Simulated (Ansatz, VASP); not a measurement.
One calculation of Hf, two programs

```
CELL_PARAMETERS angstrom
-1.74756 1.74756 1.74756
1.74756 -1.74756 1.74756
1.74756 1.74756 -1.74756
ATOMIC_POSITIONS crystal
Hf 0.00000 0.00000 0.00000
```

Alike in both runs: functional PBEsol; k mesh 8 × 8 × 8; occupations gaussian, width 0.1 eV; no spin polarisation.

Ansatz relaxed the structure, and its values are those at the end. VASP's run is a single point on that final structure, the one shown.

|  | VASP | Ansatz |
| --- | --- | --- |
| version | VASP 6.6.1 | Ansatz 0.2.0 |
| potentials or method | VASP PAW PBE potentials, release 64 (Hf_pv) | scalar-relativistic, plane waves, PAW |
| plane-wave cutoff (eV) | 520 | 420 |
| valence electrons in the cell | 10 | 26 |

```tsv
	VASP	Ansatz	Ansatz less VASP
gap on the k mesh at the Fermi level (eV)	none	none	-
pressure (GPa)	-0.5	-0.3	+0.25
```

A gap of «none» marks a metal or a gap that the smearing closes. The two sets of potentials don't hold the same shells in valence.

Caveats: the PAW data sets were made with another functional, which shifts forces and pressure a little (VASP). The runs have no spin-orbit coupling, so splittings on Hf are missing.
